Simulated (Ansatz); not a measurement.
**BN (F-43m), random displacements**

Computed with DFT PBE, scalar-relativistic, plane waves, PAW (Ansatz). The runs took a 420 eV cutoff, a Γ-centred 6×6×6 mesh and Gaussian smearing (0.05 eV). No spin polarisation. Energies are free energies at this smearing, counted from the undisturbed cell; pressure is positive in compression.

Zero of the scan (relaxed at this level):

```yaml
crystal:
  lattice:
    - [3.62470, 0.00000, 0.00000]
    - [0.00000, -3.62470, 0.00000]
    - [0.00000, 0.00000, -3.62470]
  atoms:
    - { symbol: B, position: [0.00000, 0.00000, 0.00000] }
    - { symbol: B, position: [0.50000, 0.50000, 0.00000] }
    - { symbol: B, position: [0.50000, 0.00000, 0.50000] }
    - { symbol: B, position: [0.00000, 0.50000, 0.50000] }
    - { symbol: N, position: [0.75000, 0.75000, 0.75000] }
    - { symbol: N, position: [0.25000, 0.25000, 0.75000] }
    - { symbol: N, position: [0.25000, 0.75000, 0.25000] }
    - { symbol: N, position: [0.75000, 0.25000, 0.25000] }
```

The atoms are displaced (Å, in the unstrained cell):

| atom | ux | uy | uz |
| --- | --- | --- | --- |
| B1 | -0.032 | -0.016 | 0.058 |
| B2 | 0.034 | 0.018 | -0.021 |
| B3 | 0.018 | -0.024 | 0.035 |
| B4 | 0.015 | -0.026 | -0.038 |
| N5 | -0.002 | -0.012 | -0.046 |
| N6 | 0.008 | 0.028 | 0.006 |
| N7 | -0.014 | 0.009 | -0.018 |
| N8 | -0.027 | 0.022 | 0.023 |

Strain (Voigt, engineering shear): (-0.0315, -0.0139, 0.0247, -0.0112, -0.0259, 0.0106).

Q: What are the energy change, the stress and the forces?

A: ΔE = 68.4 meV/atom; stress (xx, yy, zz, yz, xz, xy; compression positive) (25.97, 17.02, -9.32, 3.69, 11.36, -6.45) GPa; gap on the mesh 3.58 eV.
| atom | Fx (eV/Å) | Fy | Fz |
| --- | --- | --- | --- |
| B1 | 1.20 | 0.51 | -2.04 |
| B2 | -1.68 | -0.46 | 0.06 |
| B3 | -1.14 | 1.28 | -0.82 |
| B4 | -0.23 | 0.69 | 0.81 |
| N5 | -0.13 | 0.75 | 1.99 |
| N6 | 0.01 | -1.40 | 0.19 |
| N7 | 0.49 | -0.17 | 0.51 |
| N8 | 1.47 | -1.20 | -0.71 |

Cost: 1 run of about 0.18 core-minutes, on Arm Neoverse V1 (shared hosts).